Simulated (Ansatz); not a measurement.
## ZnO (P6_3mc) at 2 levels of theory

One geometry, relaxed with PBE; plane waves with PAW potentials in Ansatz, scalar-relativistic. No spin polarisation. Gaps are the least over mesh and band path; pressure is positive in compression.

```xyz
8
Lattice="3.2718 0.0000 0.0000 -1.6359 2.8335 0.0000 0.0000 0.0000 10.6300" Properties=species:S:1:pos:R:3 pbc="T T T"
Zn    1.6359    0.9445    8.9728
Zn    0.0000    1.8890    3.6578
Zn    0.0000    0.0000    6.3175
Zn    0.0000    0.0000    1.0025
O     1.6359    0.9445    6.9724
O     0.0000    1.8890    1.6574
O     0.0000    0.0000    4.3123
O     0.0000    0.0000    9.6273
```

```tsv
level	cutoff (eV)	k mesh	gap (eV)	pressure (GPa)
PBE	420	12×12×4	0.69	0.0
```

Task: What comes out on the same cell with r2SCAN?

Result:
```json
{"level": "r2SCAN", "cutoff (eV)": "500", "k mesh": "12×12×4", "gap (eV)": "1.12", "pressure (GPa)": "-5.8"}
```

The cell was found from a structure generator's guess, not taken from experiment.
